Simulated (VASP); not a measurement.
# CdSe (F-43m) under uniaxial stress along [111], part 2 of 2

How do the elastic response and the band edges of CdSe follow uniaxial stress along [111]?

VASP 6.6.1, plane waves and PAW; the level of theory is named at each step.

So far: The structure; Relax the crystal, LDA; Strain across the axis, LDA; Band edges, TB-mBJ with spin-orbit coupling; Band edges, r2SCAN with spin-orbit coupling.

**5. Band edges, r2SCAN with spin-orbit coupling (continued)**

Level of this step: r2SCAN, spin-orbit coupling; plane waves and PAW (Cd, Se); cell typed or built by script (VASP).

From OUTCAR (step 5):

```text
  Total        1.2773027      1.2773027      1.2773027      0.1351725      0.1351725      0.1351725
  in kB       37.7968411     37.7968411     37.7968411      3.9999071      3.9999071      3.9999071
  external PRESSURE =      37.7968411 kB  Pullay stress =       0.0000000 kB

 POSITION                                       TOTAL-FORCE (eV/Angst)
 -----------------------------------------------------------------------------------
      5.88816      5.88816      5.88816        -0.013795     -0.013795     -0.013795
      1.48691      1.48691      1.48691         0.013795      0.013795      0.013795
 -----------------------------------------------------------------------------------
    total drift:                                0.000012      0.000012      0.000012

  FREE ENERGIE OF THE ION-ELECTRON SYSTEM (eV)
  ---------------------------------------------------
  free  energy   TOTEN  =      -520.8684435259 eV

  energy  without entropy=     -520.8684435259  energy(sigma->0) =     -520.86844353

[... 2 parts as in an earlier step ...]

[... 1 further part left out ...]
[key lines of the parts left out:]
E-fermi :   1.3911
```

Numbers from this step:

| Quantity | Value |
| --- | --- |
| energy(sigma→0) of the program | -520.8684 eV |
| stress, compression positive | 4.58 along [111], 3.38 across it (mean), GPa |

The run ends at a pressure of 3.78 GPa, with forces up to 0.024 eV/Å.

**6. The whole series**

Runs beyond LDA use the data sets made with LDA; this shifts their levels slightly, and their total energies have another zero (at TB-mBJ, which has no energy functional, they mean nothing).

The other members went through these steps as far as the tables show, with the same cutoff and, step by step, the same mesh; 43 runs are not shown, of which 1 ended short or failed. The session took 11 core hours (wall time by ranks) on a shared machine.

| strain along the axis (%) | strain across the axis (%) | stress along the axis, tension positive (GPa) | energy above the unstrained row (meV/atom) | gap on the mesh, LDA (eV) |
| --- | --- | --- | --- | --- |
| -2.000 | 0.634 | -1.212 | 2.266 | 0.366 |
| -1.500 | 0.470 | -0.915 | 1.306 | 0.379 |
| -1.000 | 0.306 | -0.615 | 0.613 | 0.394 |
| -0.500 | 0.147 | -0.295 | 0.179 | 0.410 |
| 0 | -0.011 | 0.011 | 0.000 | 0.426 |
| 0.500 | -0.173 | 0.324 | 0.104 | 0.412 |
| 1.000 | -0.332 | 0.645 | 0.480 | 0.397 |
| 1.500 | -0.486 | 0.973 | 1.115 | 0.381 |
| 2.000 | -0.642 | 1.308 | 2.032 | 0.364 |

Slopes at zero strain, from cubics through all rows: strain ratio -0.319, stress over strain 63 GPa.

Band edges at TB-mBJ with spin-orbit coupling, counted from the valence-band top at Γ, spin-orbit pairs averaged, with one row partly withheld:

| strain along the axis (%) | gap (eV) | conduction band at Γ (eV) | Δ or X valley along z (eV) | Δ or X valley along x (eV) | lowest conduction level at L, [111] (eV) | lowest conduction level at L, [-111] (eV) | second valence level below the top (eV) | third valence level below the top (eV) |
| --- | --- | --- | --- | --- | --- | --- | --- | --- |
| -2.000 | 1.868 | 1.869 | 3.896 | 3.896 | 3.252 | 3.459 | 0.083 | 0.388 |
| -1.500 | 1.880 | 1.880 | 3.925 | 3.925 | 3.301 | 3.456 | 0.062 | 0.374 |
| -1.000 | 1.890 | 1.890 | 3.949 | 3.949 | ? | 3.453 | 0.041 | 0.360 |
| 0 | 1.906 | 1.906 | 3.986 | 3.986 | 3.445 | 3.444 | 0.000 | 0.337 |
| 0.500 | 1.891 | 1.891 | 3.977 | 3.977 | 3.472 | 3.419 | 0.020 | 0.348 |
| 1.000 | 1.875 | 1.876 | 3.964 | 3.964 | 3.498 | 3.393 | 0.040 | 0.360 |
| 1.500 | 1.859 | 1.859 | 3.948 | 3.948 | 3.524 | 3.367 | 0.058 | 0.374 |
| 2.000 | 1.841 | 1.841 | 3.929 | 3.929 | 3.549 | 3.341 | 0.075 | 0.390 |

Conduction masses, in electron masses:

| strain along the axis (%) | conduction mass at Γ, along the strain axis or the normal of the plane | conduction mass at Γ, across the strain axis or in the plane |
| --- | --- | --- |
| -2.000 | 0.177 | 0.165 |
| -1.500 | 0.175 | 0.166 |
| -1.000 | 0.173 | 0.167 |
| 0 | 0.168 | 0.169 |
| 0.500 | 0.167 | 0.170 |
| 1.000 | 0.164 | 0.171 |
| 1.500 | 0.163 | 0.172 |
| 2.000 | 0.161 | 0.172 |

Band edges at r2SCAN with spin-orbit coupling, counted from the valence-band top at Γ, spin-orbit pairs averaged:

| strain along the axis (%) | gap (eV) | conduction band at Γ (eV) | Δ or X valley along z (eV) | Δ or X valley along x (eV) | lowest conduction level at L, [111] (eV) | lowest conduction level at L, [-111] (eV) | second valence level below the top (eV) | third valence level below the top (eV) |
| --- | --- | --- | --- | --- | --- | --- | --- | --- |
| -2.000 | 0.998 | 1.000 | 3.201 | 3.201 | 2.577 | 2.813 | 0.087 | 0.411 |
| -1.500 | 1.010 | 1.010 | 3.228 | 3.228 | 2.631 | 2.808 | 0.065 | 0.396 |
| -1.000 | 1.020 | 1.020 | 3.252 | 3.252 | 2.685 | 2.803 | 0.043 | 0.382 |
| -0.500 | 1.029 | 1.029 | 3.273 | 3.273 | 2.738 | 2.797 | 0.022 | 0.369 |
| 0 | 1.036 | 1.036 | 3.289 | 3.289 | 2.791 | 2.791 | 0.000 | 0.357 |
| 0.500 | 1.020 | 1.021 | 3.279 | 3.279 | 2.823 | 2.763 | 0.022 | 0.369 |
| 1.000 | 1.004 | 1.004 | 3.266 | 3.266 | 2.854 | 2.734 | 0.042 | 0.382 |
| 1.500 | 0.986 | 0.986 | 3.250 | 3.250 | 2.884 | 2.705 | 0.062 | 0.397 |
| 2.000 | 0.967 | 0.968 | 3.230 | 3.230 | 2.914 | 2.676 | 0.080 | 0.414 |

Conduction masses, in electron masses:

| strain along the axis (%) | conduction mass at Γ, along the strain axis or the normal of the plane | conduction mass at Γ, across the strain axis or in the plane |
| --- | --- | --- |
| -2.000 | 0.099 | 0.096 |
| -1.500 | 0.098 | 0.096 |
| -1.000 | 0.098 | 0.096 |
| -0.500 | 0.097 | 0.096 |
| 0 | 0.096 | 0.096 |
| 0.500 | 0.095 | 0.096 |
| 1.000 | 0.094 | 0.096 |
| 1.500 | 0.094 | 0.096 |
| 2.000 | 0.093 | 0.096 |

**7. Fit and prediction**

The quantity to fit is the splitting of the lowest conduction levels at the L points ([111] less [-111]) at TB-mBJ with spin-orbit coupling: -0.206, -0.155, 0.001, 0.053, 0.105, 0.156, 0.207 eV in the rows shown.

Fitting a parabola to the 7 known rows (d: strain along the axis less the strain across it, in %) gives E = 2.36e-5 d² + 0.07852 d − 7.10e-6 in eV; the residuals are 2.2e-4 eV r.m.s.

For the withheld row, d = -1.306, the fit gives -0.1025 eV.

**8. The withheld row**

The calculation gives -0.1027 eV, so the prediction is 0.0002 eV too high.

The splitting is Ξu times 8/9 of d, with d as a fraction, so the linear term gives Ξu = 8.8 eV.

**9. Summary of results**

| Quantity | Value |
| --- | --- |
| Poisson ratio | 0.319 |
| Young's modulus along the axis | 63 GPa |
| gap of the unstrained cell, TB-mBJ with spin-orbit coupling | 1.91 eV |
| gap of the unstrained cell, r2SCAN with spin-orbit coupling | 1.04 eV |
| shear deformation potential Ξu of the lowest conduction levels at L | 8.8 eV |
| error of the predicted row | 0.2 meV |

What this shows: As a check, the curvature of the energy gives 63 GPa for the same modulus (energy per volume = E/2 × strain²), 1 % from the slope of the stress. At TB-mBJ with spin-orbit coupling the lowest conduction valley is Γ throughout, and the gap runs between 1.84 and 1.91 eV. At r2SCAN with spin-orbit coupling the lowest conduction valley is Γ throughout, and the gap runs between 0.97 and 1.04 eV. Hole masses are left out throughout, since the top bands are degenerate or cross in many series; of conduction masses, those of the Γ, L and (for Si and Ge under (001) strain) Δ valleys are kept where they change by under an eighth between rows. TB-mBJ is a potential fitted for gaps; it has no energy functional, so its total energies and forces mean nothing, and its bands tend to come out too narrow. r2SCAN opens gaps somewhat over GGA but leaves them below measured values as a rule. Δ or X levels are the lowest on their line, refined by a parabola unless they lie at X; the gap is read from all points sampled and can differ from the lowest valley by some meV, or by tens of meV where strain moves the valence top off Γ. Temperature, zero-point motion and excitons are left out.

[Lines on the potential files, build, host, timing and source positions are cut from VASP's logs without a mark.]

[Logs are printed without paths, hosts, clocks, repeated set-up lines and the standing remarks that a program may print on its own settings, such as how far it seeks lower states.]

[Hosts, paths, dates, database ids (printed as entryN), source tags and the programs' standing remarks are cut or masked in the printed files.]

[In band tables of VASP the shares of atoms and orbitals are scaled to a sum of 1 inside the atoms' spheres.]
